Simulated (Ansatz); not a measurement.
# MgO: a sublattice moved along a line

Method: DFT r2SCAN, scalar-relativistic, plane waves, PAW (Ansatz 0.2.0). Cutoff 500 eV, Γ-centred 6×6×6 k-points, Gaussian smearing of 0.05 eV. No spin polarisation. Energies are free energies at this smearing, counted from the undisturbed cell; pressure is positive in compression.

The starting cell (relaxed at this level; this form isn't the usual structure):

```
Mg O
1.0
     3.48410    0.00000    0.00000
    -1.74205    3.01732    0.00000
     0.00000    0.00000    4.18569
Mg O
2 2
Direct
  0.66667 0.33333 0.75000
  0.33333 0.66667 0.25000
  0.66667 0.33333 0.25000
  0.33333 0.66667 0.75000
```

Every O atom is moved by x along the Cartesian unit vector (0.000, -1.000, 0.000); the cell and all other atoms stay fixed.

```tsv
x (Å)	ΔE (meV/cell)	force along x on the moved atoms (eV/Å)	pressure (GPa)	gap on the mesh (eV)
-0.3000	925.4	6.93	8.6	4.02
-0.1500	210.9	2.90	2.0	4.07
0.0000	0.0	0.00	0.0	4.09
0.0375	12.8	-0.68	0.1	4.09
0.0750	51.5	-1.38	0.5	4.09
0.1125	?	-2.12	?	4.08
0.1875	335.3	-3.75	3.2	4.06
0.2250	?	-4.69	4.7	?
0.2625	688.2	-5.74	6.5	4.03
```

By symmetry 0.3000 repeats -0.3000, -0.2250 repeats 0.2250, 0.1500 repeats -0.1500, -0.0750 repeats 0.0750 in energy; the slope of the energy along the path changes sign there.

Problem. Give the withheld values.

Solution. ΔE (meV/cell) at x (Å) = 0.1125: 117.0; pressure (GPa) at x (Å) = 0.1125: 1.1; ΔE (meV/cell) at x (Å) = 0.2250: 493.1; gap on the mesh (eV) at x (Å) = 0.2250: 4.05.

Cost: 9 runs of about 1.4 core-minutes in all, on Arm Neoverse V2 (shared hosts).